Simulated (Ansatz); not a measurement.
## What a trial cell of C relaxes into

Computed with DFT PBEsol, scalar-relativistic, plane waves, PAW (Ansatz). Cutoff 420 eV, Γ-centred k mesh, Gaussian smearing, no spin polarisation in the final step.

C was placed on the trigonal selenium structure type (P3_121, No. 152), at a guessed volume.

```xyz
3
Lattice="3.2388 0.0000 0.0000 -1.6194 2.8049 0.0000 0.0000 0.0000 3.6745" Properties=species:S:1:pos:R:3 pbc="T T T"
C     0.7300    0.0000    1.2248
C    -0.3650    0.6322    2.4497
C     1.2544    2.1727    0.0000
```

Cell and atoms relax at zero pressure; the relaxation can't lower the symmetry of the start. After a coarse first stage the cell is made exact in the group found at 0.06 Å.

Energies count from the standard state of C at the same level.

Task: What does it relax into?

Result: It ends in P6/mmm (No. 191). Conventional cell: a = 4.181 Å, c = 1.281 Å. C is coordinated by 2 C at 1.28 Å.

```
C
1.0
     4.18110    0.00000    0.00000
    -2.09055    3.62094    0.00000
     0.00000    0.00000    1.28091
C
1
Cartesian
  0.0000 0.0000 0.0000
```

Task: What are its volume, energy, density and gap?

Result: The volume per atom is 19.4 Å³, the density is 1.0 g/cm³ and the energy over the standard structure is 1.09 eV/atom. The gap on the 18×18×42 mesh is 0 eV (a metal).

The final run used a 18×18×42 mesh on its 1-atom cell and 0.10 eV smearing. The k mesh leaves about 4 meV/atom of noise in metals. Weakly bound directions are ill-defined at this level, which has no dispersion term. Symmetry constrained the relaxation, so the result can be a saddle point.